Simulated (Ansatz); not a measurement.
**AlN (P6_3mc) on a mismatched substrate**

```
CELL_PARAMETERS angstrom
3.11383 0.00000 0.00000
-1.55691 2.69666 0.00000
0.00000 0.00000 4.98285
ATOMIC_POSITIONS crystal
Al 0.33333 0.66667 0.99899
Al 0.66667 0.33333 0.49899
N 0.33333 0.66667 0.38101
N 0.66667 0.33333 0.88101
```

This cell was relaxed by PAW under PBEsol. A film on a (0001) substrate is mimicked by stretching x and y by ε∥; the length along z and the atoms then relax by PAW (default files of Ansatz 0.2.0, cutoff 420 eV, stress met within about 0.05 GPa). Stress and levels come from PBEsol, all-electron LAPW in Ansatz 0.2.0, scalar-relativistic; k mesh 8×8×6, fixed occupations, basis error target 0.5 meV/atom. Conduction levels are in eV over the valence top, at fixed fractional wave vectors («min» is a refined band extremum of the unstrained crystal off the named points).

```csv
ε∥ (%),ε⊥ (%),"σ∥ (GPa, tension positive)",Γ,min (oblique),K ⊥ z,L (oblique),2nd valence level at Γ,3rd
-2.0,1.167,-9.58,4.447,4.889,4.849,5.278,0.000,-0.066
-1.0,0.601,-4.53,4.310,4.886,4.901,5.257,-0.085,-0.085
-0.5,0.305,-2.14,4.208,4.852,4.896,5.214,-0.155,-0.155
0.0,0.000,0.14,4.105,4.817,4.891,5.171,-0.225,-0.225
0.5,-0.300,2.35,4.003,4.783,4.888,5.128,-0.289,-0.289
1.0,?,?,?,?,?,?,?,?
2.0,-1.265,8.41,3.700,4.682,4.886,5.000,-0.469,-0.469
```

The last two columns are counted from the highest valence level at Γ.

Q: How does the film contract along z, and how stiff is it in the plane?

A: Quadratic fits through the 6 rows shown have slopes dε⊥/dε∥ = -0.608 and dσ∥/dε∥ = 449.6 GPa at zero strain. Elasticity asks −2C13/C33 = -0.605 and C11 + C12 − 2C13²/C33 = 449.8 GPa, from PAW constants C11 = 378.2, C12 = 136.3, C13 = 106.8, C33 = 353.0 GPa. At the level of the σ∥ column the films keep up to 0.07 GPa along z against the unstrained cell, and the constants are scalar-relativistic PAW values, so part of the difference is the change of level.

Q: Fill the row at ε∥ = 1.0 %.

A: The fits give ε⊥ = -0.617 % and σ∥ = 4.46 GPa. Computed: ε⊥ (%) = -0.605, σ∥ (GPa, tension positive) = 4.46, Γ = 3.901, min (oblique) = 4.749, K ⊥ z = 4.886, L (oblique) = 5.084, 2nd valence level at Γ = -0.351, 3rd = -0.351. Another valence state can take the top inside this range (see the last two columns), which bends the levels.

Q: What is the slope of the gap under small compression and under small tension?

A: dE_g/dε∥ is -205 meV per % on the compressed side and -204 on the stretched side, so the gap rises under compression and falls under tension. The lowest conduction level stays at Γ.

Limits of these numbers: the frozen-core PAW files of the relaxations were fitted under PBE, their cores solved anew for this functional; semilocal gaps are low, and the spacing of valleys can be off by tenths of an eV; levels are read at fixed fractional k, so an edge that moves off these points is missed.
